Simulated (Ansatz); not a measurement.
Input and command of a calculation in Ansatz (plane waves; scalar-relativistic PAW potentials unless the input names others):

```yaml
crystal:
  lattice:
    - [0.0, 2.1341717713, 3.3921351652]
    - [1.2328129398, 0.0, 3.3921351652]
    - [1.2328129398, 2.1341717713, 0.0]
  atoms:
    - { symbol: C, position: [0.1666996624, 0.8333003376, 0.1666996624] }
    - { symbol: C, position: [0.8333003376, 0.1666996624, 0.8333003376] }
basis:
  ecutwfc: 420
kpoints:
  mp_grid: { grid: [16, 15, 17] }
hamiltonian:
  xc: pbe
  dispersion: d3bj
scf:
  occupations: { method: gaussian, width: 0.03 }
  max_iter: 50
output:
  forces: true
  eigenvalues: true
  stress: true
```

```bash
ansatz run input.yaml --threads 1 --pin off --max-ram 2560MiB --backend cpu --events-out ev --progress --plain --runs-dir out
```

Abridged log:
```
Warning: crystal.symmetry: narrowed to the stabiliser of the k-point mesh — unitary ops 8 → 2; excluded 6 operations that carry a point of the 16×15×17 mesh (shift [0, 0, 0]) off the mesh (the run samples exactly the mesh kpoints.mp_grid names, as under crystal.symmetry.detect: false, and its converged state has the mesh's symmetry, not the crystal's; ε∞, the Born charges and the force constants of a linear response (`dielectric:` by the response, `phonons.method: dfpt`) are averaged over those of the crystal's operations that the state keeps within a tolerance, where `mesh_tensors`, `unaverag ...
Basis set: ecut = 420 eV, 333 PW (Γ), exchange–correlation on 54×50×36 points (8 copies of the dense FFT grid, shifted against one another)
Bands: 8, of which v1, the nominal top of the filled ones, is band 4 counted from 1 (3 counted from 0)
Symmetry: 2 space group operations
k-points: 2041 of 4080
SCF iter   1: F=—  HF=-502.167204 eV  |F-HF|=—  |Δ(HF+E_count)|=         —  Δρ=2.41e-3  dr2=8.96e-4  ethr=1.77e-3  ⟨swp⟩=4.7  Hψ=107881  notcnv=0
SCF iter   2: F=—  HF=-502.167616 eV  |F-HF|=—  |Δ(HF+E_count)|=   4.12e-4  Δρ=1.27e-3  dr2=2.32e-4  ethr=1.12e-5  ⟨swp⟩=3.0  Hψ=45890  notcnv=0
SCF iter   3: F=—  HF=-502.167683 eV  |F-HF|=—  |Δ(HF+E_count)|=   6.61e-5  Δρ=2.63e-4  dr2=9.14e-6  ethr=2.90e-6  ⟨swp⟩=2.0  Hψ=29862  notcnv=0
SCF iter   4: F=—  HF=-502.167683 eV  |F-HF|=—  |Δ(HF+E_count)|=   2.14e-7  Δρ=7.35e-5  dr2=3.77e-7  ethr=1.14e-7  ⟨swp⟩=2.3  Hψ=24293  notcnv=0
SCF iter   5: F=-502.167683 eV  HF=-502.167683 eV  |F-HF|=1.10e-9  |Δ(HF+E_count)|=   2.59e-7  Δρ=6.52e-6  dr2=4.49e-9  ethr=4.71e-9  ⟨swp⟩=2.4  Hψ=23403  notcnv=0
SCF iter   6: F=-502.167683 eV  HF=-502.167683 eV  |F-HF|=4.21e-12  |Δ(HF+E_count)|=  2.46e-10  Δρ=6.07e-7  dr2=4.39e-11  ethr=5.61e-11  ⟨swp⟩=1.9  Hψ=52975  notcnv=0
SCF 1 converged in 6 iterations: F = -502.167683 eV  dr2 = 4.39e-11
SCF converged after 6 iterations
Free energy (F): -502.167683 eV
Harris-Foulkes:  -502.167683 eV  (|F-HF|=4.21e-12)
Internal energy: -502.167683 eV  (E = F + TS)
E sigma→0 (E₀):  -502.167683 eV
Fermi energy:    6.968085 eV
  E_disp       = -0.308623  (pairwise vdW)
--- Forces (eV/Å), atoms counted from 1 ---
  atom   1  C      0.00448032     0.00219225    -0.00110538
  atom   2  C     -0.00448032    -0.00219225     0.00110538
--- Stress (GPa, compression-positive) ---
       -0.131239      -0.036094       0.002169
       -0.036094       0.003290       0.017283
        0.002169       0.017283       0.112806
  P = ⅓ Tr σ = -0.0050 GPa (-0.050 kbar)
```

One setting here is unusual or wrong in general: a mesh that breaks the symmetry (kpoints.mp_grid.grid: [16, 16, 16] → [16, 15, 17]). For this cell it did little harm to the result: the run converged in 6 SCF iterations (reference: 6) with an energy at zero smearing 0.02 meV/atom above the reference's, pressure -0.01 GPa, largest force 0.005 eV/Å, gap on the mesh 0.22 eV. The program drops the symmetry operations that the mesh breaks, which leaves more k-points to solve, 2041 here. The stress tensor, though, breaks the crystal's symmetry by up to 0.04 GPa, which comes from the mesh. A reference run from the same start on usual settings converged with pressure 0.00 GPa, largest force 0.023 eV/Å, gap on the mesh 0.26 eV.

The run took 6.6 s on 1 thread of AMD EPYC 9R45 96-Core Processor (Zen 5), with other jobs on the host, peak memory 0.66 GiB.